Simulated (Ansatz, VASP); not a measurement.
**MnO: VASP beside Ansatz**

File INCAR:

```
SYSTEM = MnO
PREC     = Accurate       ! precision mode
ENCUT    = 520            ! plane-wave cutoff, eV
EDIFF    = 1E-7           ! SCF threshold, eV
ISMEAR   = -1             ! smearing method
SIGMA    = 0.05           ! smearing width, eV
LREAL    = .False.        ! projectors in reciprocal space
LASPH    = .True.         ! aspherical terms in the spheres
NELM     = 150            ! most SCF steps
ALGO     = Normal         ! electronic algorithm
ISIF     = 2              ! what is computed and relaxed
LWAVE    = .False.        ! write WAVECAR
LCHARG   = .False.        ! write CHGCAR
ISPIN    = 2              ! spin polarisation
MAGMOM   = 4 0            ! initial moments
LORBIT   = 11             ! projections on sites
LMAXMIX  = 4              ! l up to which the mixer works
GGA      = PE             ! functional
NBANDS   = 20             ! bands
```

The input KPOINTS:

```
Automatic mesh
0
Gamma
  10 10 10
  0 0 0
```

File POSCAR:

```
MnO
1.0
    0.0000000000      2.2386359976      2.2386359976
    2.2386359976      0.0000000000      2.2386359976
    2.2386359976      2.2386359976      0.0000000000
Mn O
1 1
Direct
    0.0000000000      0.0000000000      0.0000000000
    0.5000000000      0.5000000000      0.5000000000
```

The input input.yaml:

```yaml
crystal:
  lattice:
    - [0.0, 2.2386359976, 2.2386359976]
    - [2.2386359976, 0.0, 2.2386359976]
    - [2.2386359976, 2.2386359976, 0.0]
  atoms:
    - { symbol: Mn, position: [0.0, 0.0, 0.0], spin: 4.0 }
    - { symbol: O, position: [0.5, 0.5, 0.5] }
hamiltonian:
  xc: pbe
  pseudopotentials: { kind: paw }
magnetization:
  spin_polarized: true
kpoints:
  mp_grid: { grid: [10, 10, 10] }
scf:
  occupations: { method: fermi_dirac, width: 0.05 }
output:
  forces: true
  stress: true
  eigenvalues: true
  write_density: true
  write_potential: true
  elf: true
  volumetric_format: npy
```

Change from the starting cell: volume scaled by 1.02.

Alike in both runs: task single point; functional PBE; k mesh 10 × 10 × 10; occupations fermi-dirac, width 0.05 eV; collinear spin, ferromagnetic start.

|  | VASP | Ansatz |
| --- | --- | --- |
| version | VASP 6.6.1 | Ansatz 0.2.0 |
| potentials or method | VASP PAW PBE potentials, release 64 (Mn_pv, O) | Ansatz PAW |
| plane-wave cutoff (eV) | 520 | 420 |
| valence electrons in the cell | 19 | 21 |

```csv
,VASP,Ansatz,Ansatz less VASP
gap on the k mesh at the Fermi level (eV),none,none,-
pressure (GPa),-2.4,-2.5,-0.15
net moment per atom (μB),2.41,2.41,0.000
size of the moment on the site where the two differ most (μB),4.37,4.09,-0.275
```

Site moments also hang on the region over which each program counts them. A gap of «none» marks a metal or a gap that the smearing closes. With one functional, cell and mesh, what is left measures potentials, basis and numerics. The two sets of potentials don't hold the same shells in valence.

Caveats: a cell with one magnetic atom can't hold antiferromagnetic order, which such compounds often take; semilocal functionals often make such compounds metallic where correlation or magnetic order opens a gap, which also shifts bond lengths; the pressure holds a Pulay correction of +0.6 GPa for the finite cutoff (Ansatz).
